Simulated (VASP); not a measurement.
# Cd (P6_3/mmc) in VASP: settings compared, part 2 of 2

VASP 6.6.1.

## (5) Relaxation of cell and atoms, PBEsol

File INCAR:

```
ALGO = Fast
EDIFF = 1E-7
EDIFFG = -0.005
ENCUT = 600
GGA = PS
IBRION = 2
ISIF = 3
ISMEAR = 0
LASPH = True
LCHARG = False
LREAL = False
LWAVE = False
NELM = 60
NSW = 90
PREC = Accurate
SIGMA = 0.1
```

File KPOINTS:

```
k-points
0
Gamma
  18 18 8
```

File POSCAR:

```
Cd
1.0
    2.9584748200      0.0000000000      0.0000000000
   -1.4792374100      2.5621143500      0.0000000000
    0.0000000000      0.0000000000      5.8859279300
Cd
2
Direct
    0.3333333300      0.6666666700      0.2500000000
    0.6666666700      0.3333333300      0.7500000000
```

Potentials or basis: VASP PAW PBE potentials, release 64 (Cd).

Run with:

```bash
cat potpaw_PBE.64/Cd/POTCAR > POTCAR
mpirun -np 1 vasp_std > vasp.out
```

OUTCAR:

```text
EDIFF = 1E-7
   EDIFFG = -0.005
   ENCUT = 600
   GGA = PS
   IBRION = 2
   ISIF = 3
   ISMEAR = 0
   LASPH = True
   LREAL = False
   NELM = 60
   NSW = 90
   PREC = Accurate

 ion  position               nearest neighbor table
   1  0.333  0.667  0.250-   2 3.40   2 3.40   2 3.40   2 3.40   2 3.40   2 3.40
   2  0.667  0.333  0.750-   1 3.40   1 3.40   1 3.40   1 3.40   1 3.40   1 3.40

  LATTYP: Found a hexagonal cell.
 ALAT       =     2.9584748200
 C/A-ratio  =     1.9895142897

  Lattice vectors:

 A1 = (   2.9584748200,   0.0000000000,   0.0000000000)
 A2 = (  -1.4792374100,   2.5621143500,   0.0000000000)
 A3 = (   0.0000000000,   0.0000000000,   5.8859279300)

Analysis of symmetry for initial positions (statically):
=====================================================================
 Subroutine PRICEL returns:
 Original cell was already a primitive cell.

 Routine SETGRP: Setting up the symmetry group for a
 hexagonal supercell.

 Subroutine GETGRP returns: Found 24 space group operations
 (whereof 12 operations were pure point group operations)
 out of a pool of 24 trial point group operations.

The static configuration has the point symmetry D_3d.
 The point group associated with its full space group is D_6h.
[... 266 lines left out ...]
  FREE ENERGIE OF THE ION-ELECTRON SYSTEM (eV)
  ---------------------------------------------------
  free  energy   TOTEN  =        -2.3964674292 eV

  energy  without entropy=       -2.3947786919  energy(sigma->0) =       -2.39562306

[... ionic steps 4 to 7 ...]

--------------------------------------- Ionic step        8  -------------------------------------------

 number of electron      24.0000013 magnetization

------------------------ aborting loop because EDIFF is reached ----------------------------------------
[... 67 lines left out ...]
--------------------------------------- Ionic step       10  -------------------------------------------

 number of electron      24.0000013 magnetization

 Free energy of the ion-electron system (eV)
  ---------------------------------------------------
  ext. energy  EPLUGINS =         0.00000000
  ---------------------------------------------------
  free energy    TOTEN  =        -2.40298161 eV

  energy without entropy =       -2.40056502  energy(sigma->0) =       -2.40177331

 E-fermi :   3.0338     XC(G=0): -11.3235

 val. band max:        3.0264931251   @ k =   0.3333   0.3333   0.0000
 cond. band min:       3.0475364003   @ k =   0.2222   0.0556   0.1250
 fundamental gap:      0.0210432752
 Fermi energy:         3.0337970775

 k-point     1 :       0.0000    0.0000    0.0000
  band No.  band energies     occupation
      1      -7.0045      2.00000
      2      -6.7373      2.00000
      3      -6.3136      2.00000
      4      -6.3136      2.00000
      5      -6.2609      2.00000
      6      -6.2609      2.00000
[... 433 lines left out ...]
      3      -6.7021      2.00000
      4      -6.2341      2.00000
      5      -6.0734      2.00000
      6      -5.9699      2.00000
[... 8 lines left out ...]
     15       7.4241      0.00000
     16       9.0809      0.00000

 [... further k-points ...]
[... 5 lines left out ...]
  --------------------------------------------------------------------------------------
  -------------------------------------------------------------------------------------
  Total        0.0007357      0.0007357     -0.0014486      0.0000000      0.0000000     -0.0000000
  in kB        0.0278947      0.0278947     -0.0549254      0.0000000      0.0000000     -0.0000000
  external PRESSURE =       0.0002880 kB  Pullay stress =       0.0000000 kB
[... 17 lines left out ...]
  FREE ENERGIE OF THE ION-ELECTRON SYSTEM (eV)
  ---------------------------------------------------
  free  energy   TOTEN  =        -2.4029816083 eV

  energy  without entropy=       -2.4005650217  energy(sigma->0) =       -2.40177331

 reached required accuracy - stopping structural energy minimisation
```

OSZICAR:

```text
N       E                     dE             d eps       ncg     rms          rms(c)
DAV:   1     0.178628567610E+03    0.17863E+03   -0.14424E+04  5920   0.167E+03
DAV:   2     0.110588443301E+01   -0.17752E+03   -0.17277E+03  6016   0.389E+02
DAV:   3    -0.254808620048E+01   -0.36540E+01   -0.36495E+01  7496   0.666E+01
[... 88 lines left out ...]
RMM:   3    -0.240298719127E+01    0.38945E-04   -0.10859E-04  5920   0.840E-02    0.466E-02
RMM:   4    -0.240298141500E+01    0.57763E-05   -0.94154E-06  5920   0.314E-02    0.315E-03
RMM:   5    -0.240298146559E+01   -0.50589E-07   -0.12219E-06  5915   0.111E-02    0.137E-03
RMM:   6    -0.240298165853E+01   -0.19294E-06   -0.16078E-07  3901   0.488E-03    0.153E-03
RMM:   7    -0.240298160828E+01    0.50253E-07   -0.63905E-08  3265   0.269E-03
  10 F= -.24029816E+01 E0= -.24017733E+01  d E =-.552727E-04
```

CONTCAR:

```text
Cd
   1.00000000000000
     2.9511025943534204   -0.0000000000000000   -0.0000000000000000
    -1.4755512971767102    2.5557298153125068    0.0000000000000000
     0.0000000000000000    0.0000000000000000    5.6024893638909603
  Cd
     2
Direct
     0.3333333300000021    0.6666666699999979    0.2500000000000000
     0.6666666699999979    0.3333333300000021    0.7500000000000000

  0.00000000E+00  0.00000000E+00  0.00000000E+00
  0.00000000E+00  0.00000000E+00  0.00000000E+00
```

Run time: 6.8 min. Hardware: 1 thread of Intel Xeon Platinum 8375C at 2.90GHz (Ice Lake), shared host; peak memory 0.28 GiB.

Results:

* Free energy: -2.4030 eV
* Relaxed volume: 21.13 Å³/atom
* Relaxed cell: a = 2.951 Å, b = 2.951 Å, c = 5.602 Å, α = 90.00°, β = 90.00°, γ = 120.00°
* Space group after relaxing (to 0.05 Å): P6_3/mmc (No. 194)
* Energy gained by relaxing: 10.6 meV/atom
* Ionic steps: 10
* Pressure after relaxing: 0.0 GPa
* Band gap on the k mesh: none (metal or under the smearing width)

Step by step:
```
step  energy change (eV)  largest force (eV/Å)  pressure (GPa)  volume (Å³)
   1              0.0000                0.0000           -2.09        44.62
   2             -0.0145                0.0000            0.10        42.77
   3             -0.0146                0.0000            0.28        42.64
   4             -0.0195                0.0000            0.17        42.42
   5             -0.0209                0.0000            0.16        42.26
   6             -0.0211                0.0000            0.16        42.20
   7             -0.0211                0.0000            0.15        42.16
   8             -0.0211                0.0000            0.16        42.14
   9             -0.0211                0.0000           -0.09        42.32
  10             -0.0211                0.0000            0.00        42.26
```

Final structure:
```yaml
crystal:
  lattice:
    - [2.95110, 0.00000, 0.00000]
    - [-1.47555, 2.55573, 0.00000]
    - [0.00000, 0.00000, 5.60249]
  atoms:
    - { symbol: Cd, position: [0.33333, 0.66667, 0.25000] }
    - { symbol: Cd, position: [0.66667, 0.33333, 0.75000] }
```

Levels at points of the mesh, in eV from the Fermi level:
```tsv
k point	band 8	band 9	band 10	band 11	band 12	band 13	band 14	band 15	band 16
(0.00, 0.00, 0.00)	-8.78	-8.78	-8.52	-8.52	-3.28	-3.18	10.41	14.51	14.84
(0.50, 0.00, 0.00)	-8.56	-8.24	-8.21	-2.49	-1.92	1.88	2.94	3.17	5.20
(0.00, 0.00, 0.50)	-8.63	-8.63	-8.63	-7.61	-7.61	3.56	3.56	14.85	14.85
(0.50, 0.00, 0.50)	-8.54	-8.23	-8.23	-1.70	-1.70	0.06	0.06	8.02	8.02
```

Caveat: the PAW data sets were made with another functional, which shifts forces and pressure a little.

## (6) Overview

| level | cutoff (eV) | gap on the mesh (eV) | pressure (GPa) | relaxed volume (Å³/atom) |
| --- | --- | --- | --- | --- |
| PBEsol | 580 | none | 0.0 | 21.13 |
| PBEsol | 480 | none | 0.0 | 21.17 |
| RPBE | 600 | none | 0.0 | 24.39 |
| PBEsol | 600 | none | 0.0 | 21.13 |

Alike in all rows: task relaxation of cell and atoms; potentials or basis VASP PAW PBE potentials, release 64 (Cd); no spin polarisation; cell relaxed; k mesh 18 × 18 × 8; smearing gaussian 0.1 eV.

Caveats: the PAW data sets were made with another functional, which shifts forces and pressure a little.

Absolute energies hang on the potentials; compare differences alone.
